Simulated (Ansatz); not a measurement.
EuO under changes of volume

One of the cells (17.013 Å³/atom); the others are scaled copies at fixed shape and fractional positions:

```
Eu O
1.0
     0.00000    2.57195    2.57195
     2.57195    0.00000    2.57195
     2.57195    2.57195    0.00000
Eu O
1 1
Direct
  0.00000 0.00000 0.00000
  0.50000 0.50000 0.50000
```

```yaml
Program: Ansatz 0.2.0
Functional: LDA
Potentials_or_basis: Ansatz PAW
Cutoff: "420 eV (not typed: the program's choice for these potentials)"
k_mesh: 9 × 9 × 9
Occupations: fermi-dirac, width 0.05 eV
Spin: collinear spin, ferromagnetic start
Starting_moments: "[7.0, 0.0] μB"
```

```tsv
volume (Å³/atom)	energy over the lowest point (meV/atom)	pressure (GPa)	moment (μB per cell)
15.992	0.00	-8.7	6.87
16.333	20.23	-10.3	6.89
16.673	43.59	-11.8	6.91
17.013	69.70	-13.0	6.93
17.354	98.38	-14.1	6.94
17.694	?	?	?
18.034	162.06	-15.9	6.96
```

Problem. What does the run at 17.694 Å³/atom give?

Solution. Energy over the lowest point 129.26 meV/atom; pressure -15.1 GPa; moment 6.95 μB per cell.

Worked out: A Birch-Murnaghan fit of order 3 (a polynomial in V^(-2/3)) to the other rows has no minimum within the range. It gives 129.23 meV/atom at 17.694 Å³/atom, against the run's 129.26, and -dE/dV = -15.0 GPa, against -15.1. A parabola through the other rows of the moment, of slope 0.0277 μB per Å³/atom there, gives 6.95 μB, against the run's 6.95.

Energies are extrapolated to zero smearing.

Caveats: a cell with one magnetic atom can't hold antiferromagnetic order, which such compounds often take; without U or exact exchange the open f shell lies at the Fermi level, which spoils levels, moments and volumes; the PAW data sets come from PBE, with cores solved anew for the run's functional, which leaves a small shift of forces and pressure.
